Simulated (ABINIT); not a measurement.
Ge:

```xyz
2
Lattice="-2.5745 2.5745 1.3974 2.5745 -2.5745 1.3974 2.5745 2.5745 -1.3974" Properties=species:S:1:pos:R:3 pbc="T T T"
Ge    0.0000    0.0000    1.3974
Ge    2.5745    0.0000    0.6987
```

This isn't the form of Ge at room conditions, which is diamond.

Base run:

| Property | Result |
| --- | --- |
| Program | ABINIT 10.8.3 (patched build) |
| Functional | rPW86PBE |
| Potentials or basis | JTH PAW PBE v2.0 |
| Cutoff | 599 eV |
| k mesh | 11 × 11 × 11 |
| Occupations | fermi-dirac, width 0.05 eV |
| Spin | no spin polarisation |

Its results: band gap on the k mesh none (metal or under the smearing width); pressure 8.6 GPa.

The run is repeated on the same cell with these changes: functional from rPW86PBE to PW91. What comes out?

Band gap on the k mesh none (metal or under the smearing width); pressure 2.9 GPa.

Caveats: the PAW data sets were made with another functional, which shifts forces and pressure a little.
